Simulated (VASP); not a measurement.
Here is a VASP 6.6.1 calculation.

Contents of INCAR:

```
PREC     = Accurate       # precision mode
ENCUT    = 520            # plane-wave cutoff, eV
EDIFF    = 1E-7           # SCF threshold, eV
ISMEAR   = -1             # smearing method
SIGMA    = 0.005          # smearing width, eV
LREAL    = False          # projectors in reciprocal space
LASPH    = True           # aspherical terms in the spheres
NELM     = 100            # most SCF steps
ALGO     = Normal         # electronic algorithm
ISIF     = 2              # what is computed and relaxed
LWAVE    = False          # write WAVECAR
LCHARG   = False          # write CHGCAR
GGA      = CA             # functional
NBANDS   = 17             # bands
```

File KPOINTS:

```
regular mesh
0
Gamma
  14 14 14
```

POSCAR

```
SnTe
1.0
    0.0000000000      3.1185527669      3.1185527669
    3.1185527669      0.0000000000      3.1185527669
    3.1185527669      3.1185527669      0.0000000000
Sn Te
1 1
Direct
    0.0000000000      0.0000000000      0.0000000000
    0.5000000000      0.5000000000      0.5000000000
```

Potentials or basis: VASP PAW LDA potentials, release 64 (Sn_d, Te).

Run with:

```console
$ cat potpaw_LDA.64/Sn_d/POTCAR potpaw_LDA.64/Te/POTCAR > POTCAR
$ mpirun -np 1 vasp_std > vasp.out
```

(1) Predict the band gap on the k mesh.

(2) What does it give for the pressure?

Answers

(1) 0.21 eV.

(2) 0.0 GPa.

Caveat: spin-orbit coupling is left out, which moves the levels of the heavy elements.

**Experimental background.**

From a printed reference work, textbook, for a bulk crystal of SnTe at 300 K: band gap 0.18 eV (direct).

Measured gap of SnTe: 0.18 eV (direct; 300 K; a printed reference work, textbook). This calculation gives 0.21 eV (+0.03 eV). Spin-orbit coupling on Sn, Te is left out. The value is that of LDA on a finite k mesh, which can miss the band edges, without temperature or zero-point motion.
